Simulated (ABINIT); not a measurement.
Crystal: TiSi.

```
Ti Si
1.0
     1.81618   -2.11762    0.00000
     1.81618    2.11762    0.00000
     0.00000    0.00000    3.80393
Ti Si
1 1
Direct
  0.50000 0.50000 0.00000
  0.00000 0.00000 0.50000
```

The cell comes from a database or a generator and needn't be the stable form of this composition.

- Program: ABINIT 10.8.3 (patched build)
- Task: single point
- Functional: PBEsol
- Potentials or basis: PseudoDojo NC SR PBEsol v0.4.1 standard
- Cutoff: 1143 eV
- k mesh: 10 × 10 × 7
- Occupations: fermi-dirac, width 0.05 eV
- Spin: no spin polarisation

On this cell: pressure -4.4 GPa; largest force under 0.003 eV/Å; band gap on the k mesh none (metal or under the smearing width).

The same run follows on a disturbed copy (atoms moved at random, drawn with an rms of 0.05 Å):

```
Ti Si
1.0
     1.81618   -2.11762    0.00000
     1.81618    2.11762    0.00000
     0.00000    0.00000    3.80393
Ti Si
1 1
Direct
  0.49956 0.50879 0.99349
  0.00715 0.00415 0.48948
```

What does the disturbed cell give?

The energy (extrapolated to zero smearing) moves by +0.7 meV/atom; pressure -4.3 GPa; largest force 0.131 eV/Å; band gap on the k mesh none (metal or under the smearing width).

Forces on the atoms (eV/Å):
```
Ti   0.032 -0.025 -0.124
Si  -0.032  0.025  0.124
```

Stress tensor (GPa, compression positive):
```
-4.76  0.00 -0.01
 0.00 -4.35  0.03
-0.01  0.03 -3.86
```
